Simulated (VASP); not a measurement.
A run of VASP 6.6.1 is set up as follows.

INCAR

```
SYSTEM = Ga
PREC = Accurate
ENCUT = 600
EDIFF = 1E-7
ISMEAR = 0
SIGMA = 0.1
LREAL = .FALSE.
LASPH = .TRUE.
NELM = 100
ALGO = Fast
ISIF = 3
LWAVE = .FALSE.
LCHARG = .FALSE.
GGA = PE
IBRION = 2
NSW = 90
EDIFFG = -0.04
```

The input KPOINTS:

```
Automatic mesh
0
G
  4 4 4
  0 0 0
```

Contents of POSCAR:

```
Ga
1.0
   -2.8163397764      3.2752118832      2.5535815395
    2.8163397764     -3.2752118832      2.5535815395
    2.8163397764      3.2752118832     -2.5535815395
Ga
4
Direct
    0.5416700000      0.4166700000      0.1250000000
    0.7916700000      0.4166700000      0.3750000000
    0.2083300000      0.5833300000      0.6250000000
    0.4583300000      0.5833300000      0.8750000000
```

Potentials or basis: VASP PAW PBE potentials, release 64 (Ga_d).

Launch:

```sh
$ cat potpaw_PBE.64/Ga_d/POTCAR > POTCAR
$ mpirun -np 1 vasp_std > vasp.out
```

(1) Estimate the relaxed volume.

(2) Estimate the relaxed cell.

(3) Estimate the space group after relaxing (to 0.05 Å).

Answers

(1) 22.35 Å³/atom.

(2) a = 4.947 Å, b = 4.947 Å, c = 4.947 Å, α = 120.10°, β = 112.21°, γ = 96.92°.

(3) Cmmm (No. 65).

Caveat: the k mesh is coarse (spacing up to 0.42 Å⁻¹), so the values aren't converged.
